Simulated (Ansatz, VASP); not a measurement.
## Al: VASP beside Ansatz

```
CELL_PARAMETERS angstrom
0.00000 1.96867 1.96867
1.96867 0.00000 1.96867
1.96867 1.96867 0.00000
ATOMIC_POSITIONS crystal
Al 0.00000 0.00000 0.00000
```

Alike in both runs: task single point; functional r2SCAN; k mesh 18 × 18 × 18; occupations gaussian, width 0.05 eV; no spin polarisation.

```csv
,VASP,Ansatz
version,VASP 6.6.1,Ansatz 0.2.0
potentials or method,"VASP PAW PBE potentials, release 64 (Al)","scalar-relativistic, plane waves, PAW"
plane-wave cutoff (eV),520,500
valence electrons in the cell,3,3
```

|  | VASP | Ansatz | Ansatz less VASP |
| --- | --- | --- | --- |
| gap on the k mesh at the Fermi level (eV) | none | none | - |
| pressure (GPa) | 3.8 | 4.1 | +0.36 |

A gap of «none» marks a metal or a gap that the smearing closes.

Caveats: the PAW data sets were made with another functional, which shifts forces and pressure a little (VASP).
